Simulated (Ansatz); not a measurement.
**Nb in Ansatz: convergence with k mesh**

Input of the first run (k mesh 2 × 2 × 2); the others differ in this setting and in those tied to it:

The input input.yaml:

```yaml
crystal:
  lattice:
    - [0.0, 2.115, 2.115]
    - [2.115, 0.0, 2.115]
    - [2.115, 2.115, 0.0]
  atoms:
    - { symbol: Nb, position: [0.0, 0.0, 0.0] }
kpoints:
  mp_grid: { grid: [2, 2, 2] }
scf:
  occupations: { method: fermi_dirac, width: 0.05 }
hamiltonian:
  xc: pbesol
  pseudopotentials: { kind: all_electron, lapw: { basis_error: 0.001 } }
output:
  forces: true
  stress: true
  eigenvalues: true
```

Potentials or basis: all-electron LAPW, scalar-relativistic.

The run is started by

```console
$ ansatz run input.yaml --threads 1 --pin off --max-ram 3072MiB --backend cpu --events-out ev --progress --plain --runs-dir out
```

This isn't the form of Nb at room conditions, which is bcc.

Hardware: 1 thread of Arm Neoverse V2 (shared host).

Problem. The values tried are 2 × 2 × 2, 4 × 4 × 4, 6 × 6 × 6, 7 × 7 × 7, 9 × 9 × 9, 11 × 11 × 11, 13 × 13 × 13, 16 × 16 × 16, loosest first. From which on does the energy stay within 1 meV/atom of the tightest run that finished?

Solution. From 13 × 13 × 13 on.

| k mesh | energy less the tightest run, at zero smearing (meV/atom) | pressure (GPa) | SCF cycles | CPU time (s) | peak memory (GiB) |
| --- | --- | --- | --- | --- | --- |
| 2 × 2 × 2 | -861.51 | -43.47 | 5 | 0.68 | 0.2 |
| 4 × 4 × 4 | 21.86 | -5.17 | 6 | 0.93 | 0.2 |
| 6 × 6 × 6 | -5.06 | -6.71 | 6 | 1.3 | 0.21 |
| 7 × 7 × 7 | -28.00 | -7.65 | 6 | 1.5 | 0.21 |
| 9 × 9 × 9 | 6.63 | -5.84 | 6 | 2.3 | 0.22 |
| 11 × 11 × 11 | -2.11 | -7.39 | 6 | 3.2 | 0.23 |
| 13 × 13 × 13 | 0.17 | -6.67 | 6 | 4.5 | 0.26 |
| 16 × 16 × 16 | 0.00 | -6.86 | 6 | 7.5 | 0.29 |

Not settled before the last step: the pressure (to 0.1 GPa). Meshes of other sizes hit other points, so gaps and Fermi surfaces needn't settle smoothly. The tightest run that finished is the yardstick and may itself not be fully converged.
